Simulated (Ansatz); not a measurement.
HfC:

```xyz
2
Lattice="0.0000 2.3250 2.3250 2.3250 0.0000 2.3250 2.3250 2.3250 0.0000" Properties=species:S:1:pos:R:3 pbc="T T T"
Hf    2.3250    2.3250    2.3250
C     0.0000    0.0000    0.0000
```

- Program: Ansatz 0.2.0
- Task: relaxation of cell and atoms
- Functional: PBEsol
- Dispersion: D4
- Potentials or basis: all-electron LAPW, scalar-relativistic
- Basis error allowed: 0.001 eV/atom
- k mesh: 10 × 10 × 10
- Occupations: fermi-dirac, width 0.05 eV
- Spin: no spin polarisation

At the start: volume 12.57 Å³/atom.

Problem. How do energy, volume and symmetry change on relaxing?

Solution. Over 5 steps the energy falls by 12.0 meV/atom and the volume is 12.13 Å³/atom (-3.5 %); space group Fm-3m (No. 225, to 0.05 Å).

The path:
```csv
step,energy change (eV),largest force (eV/Å),volume (Å³)
1,0.0000,0.0000,25.14
2,-0.0096,0.0000,23.60
3,-0.0239,0.0000,24.29
4,-0.0240,0.0000,24.25
5,-0.0240,0.0000,24.25
```

Final structure:
```
CELL_PARAMETERS angstrom
0.00000 2.29737 2.29737
2.29737 0.00000 2.29737
2.29737 2.29737 0.00000
ATOMIC_POSITIONS crystal
Hf 0.50000 0.50000 0.50000
C 0.00000 0.00000 0.00000
```
